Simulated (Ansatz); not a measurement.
# Stiffness of compounds in space group F-43m

The calculation used DFT, PBEsol, all-electron LAPW, scalar-relativistic in Ansatz 0.2.0.

All compounds have space group F-43m with 2 atoms in the primitive cell. V0, B0 and B0′ come from third-order Birch–Murnaghan fits to pressures at five volumes, with shape and internal coordinates held; prototypes and MP cells needn't be known phases. Spin-polarised runs start from parallel moments; other orders may lie lower.

Where the f shell is localised, expect the real compound to differ from this run without U.

No spin–orbit coupling, which matters for the heavy atoms here.

CdTe: Cd 4a (0.000 0.000 0.000), Te 4c (0.250 0.250 0.250); MP-relaxed cell mp-406; 7×7×7 mesh, smearing 0.01 eV; no spin
ZnS: Zn 4a (0.000 0.000 0.000), S 4c (0.250 0.250 0.250); COD 9000107, reported; 8×8×8 mesh, smearing 0.01 eV; no spin
CdS: Cd 4a (0.000 0.000 0.000), S 4c (0.250 0.250 0.250); MP-relaxed cell mp-2469; 7×7×7 mesh, smearing 0.02 eV; no spin
BN: B 4a (0.000 0.000 0.000), N 4c (0.250 0.250 0.250); COD 9008834, reported; 13×13×13 mesh, smearing 0.03 eV; no spin
GdO: Gd 4a (0.000 0.000 0.000), O 4c (0.250 0.250 0.250); MP-relaxed cell mp-7870; 13×13×13 mesh, smearing 0.08 eV; polarised, ending at 7.5 μB
GaP: Ga 4a (0.000 0.000 0.000), P 4c (0.250 0.250 0.250); COD 9008846, reported; 12×12×12 mesh, smearing 0.08 eV; no spin

(1) Order the compounds by bulk modulus, lowest first.
A. GaP
B. CdTe
C. CdS
D. ZnS
E. GdO
F. BN

Answers

(1) B (41 GPa), C (61 GPa), D (79 GPa), A (85 GPa), E (102 GPa), F (386 GPa).
